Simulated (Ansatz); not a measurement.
PbSe and the effect of the share of exact exchange

```yaml
crystal:
  lattice:
    - [0.00000, 3.06065, 3.06065]
    - [3.06065, 0.00000, 3.06065]
    - [3.06065, 3.06065, 0.00000]
  atoms:
    - { symbol: Pb, position: [0.00000, 0.00000, 0.00000] }
    - { symbol: Se, position: [0.50000, 0.50000, 0.50000] }
```

Kept alike: task single point; k mesh 4 × 4 × 4; occupations fermi-dirac, width 0.05 eV; no spin polarisation. Program: Ansatz, Ansatz PAW, cutoff 500 eV. The mesh is that of the run's cell of 2 atoms. No spin-orbit coupling.

| share of exact exchange, α | band gap (eV) | pressure (GPa) |
| --- | --- | --- |
| 0 | 0.575 | 1.56 |
| 0.1 | 0.936 | 1.35 |
| 0.15 | 1.121 | 1.25 |
| 0.25 | 1.498 | 1.06 |
| 0.35 | 1.886 | 0.88 |
| 0.5 | 2.484 | 0.64 |

The k mesh is coarse, so the values aren't converged. Pressure is positive in compression, with a Pulay correction for the finite cutoff. Spin-orbit coupling, left out here, moves the band edges of heavy atoms and can close or invert small gaps. A gap read on the mesh alone can miss an edge between its points. All rows use potentials made for PBE. The mesh is thin for exact exchange.

The band gap rises from 0.575 to 2.484 eV between 0 and 0.5. Exact exchange pulls filled levels down against empty ones, so the gap grows nearly in line with its share. The mean slope is +3.82 eV per unit of share. The pressure falls from 1.56 to 0.64 GPa between 0 and 0.5. Exact exchange shortens the bonds here, so the pressure at fixed cell falls.
